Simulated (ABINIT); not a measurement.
Runs of ABINIT 10.8.3 (patched build) on BeTe. The structure is cubic, space group F-43m (No. 216). The conventional cell has a = 5.540 Å, b = 5.540 Å, c = 5.540 Å, α = 90.00°, β = 90.00°, γ = 90.00°. Te (site symmetry -43m) has 4 Be at 2.40 Å as nearest neighbours. Be (site symmetry -43m) is surrounded by 4 Te at 2.40 Å. 

```tsv
task	level	potentials or basis	k mesh	cutoff (eV)	smearing	fine-grid cutoff	most SCF steps	gap on the mesh (eV)	pressure (GPa)	V0 of scaled cells (Å³/atom)	B0 (GPa)
single point	HSE06	SG15 NC PBE v1.2	6 × 6 × 6	707	fixed	-	60	2.83	(a)	-	-
equation of state	PBE+D3(BJ)	JTH PAW PBE v2.0	8 × 8 × 8	517	fermi-dirac 0.05 eV	1034.03 eV	-	-	-	21.78	63
single point	PBE	SG15 NC PBE v1.2	6 × 6 × 6	707	fixed	-	-	(b)	4.3	-	-
equation of state	PBE+D3	JTH PAW PBE v2.0	8 × 8 × 8	517	fermi-dirac 0.05 eV	1034.03 eV	-	-	-	22.27	(c)
```

Alike in all rows: no spin polarisation; cell as given.

Problem. Estimate the missing entries.

Solution. (a) 2.5; (b) 1.87; (c) 59.

Caveats: spin-orbit coupling is left out, which moves the levels of the heavy elements (some runs); pressures at fixed basis lie under the slope of the energies (some runs); Libxc's HSE differs a little from that of other programs (some runs); the potentials were made for another functional, which shifts forces and pressure (some runs).

A k mesh can miss the band edges, and the runs leave out spin-orbit coupling on Te.
